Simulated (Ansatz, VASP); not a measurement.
Two plane-wave programs on B

```
CELL_PARAMETERS angstrom
5.02721 0.00000 0.00000
0.00000 5.02721 0.00000
0.00000 0.00000 2.90643
ATOMIC_POSITIONS crystal
B 0.50000 0.07900 0.00000
B 0.50000 0.92100 0.50000
B 0.92100 0.50000 0.75000
B 0.07900 0.50000 0.25000
B 0.50000 0.73465 0.00000
B 0.50000 0.26535 0.50000
B 0.26535 0.50000 0.75000
B 0.73465 0.50000 0.25000
```

Alike in both runs: task relaxation of cell and atoms; functional PBE; k mesh 8 × 8 × 14; occupations gaussian, width 0.1 eV; no spin polarisation.

```csv
,VASP,Ansatz
version,VASP 6.6.1,Ansatz 0.2.0
potentials or method,"VASP PAW PBE potentials, release 64 (B)","scalar-relativistic, plane waves, PAW"
plane-wave cutoff (eV),600,420
valence electrons in the cell,24,24
```

VASP gave:

```
gap on the k mesh at the Fermi level, each at its own relaxed structure (eV) : none
relaxed volume (Å³/atom)                                                     : 9.08
relaxed cell length with the largest relative difference (Å)                 : 4.983
energy change over the relaxation (meV/atom)                                 : -1
```

Task: Estimate Ansatz's values.

Result: gap on the k mesh at the Fermi level, each at its own relaxed structure (eV): none; relaxed volume (Å³/atom): 9.08; relaxed cell length with the largest relative difference (Å): 4.985; energy change over the relaxation (meV/atom): -1.

A gap of «none» marks a metal or a gap that the smearing closes.
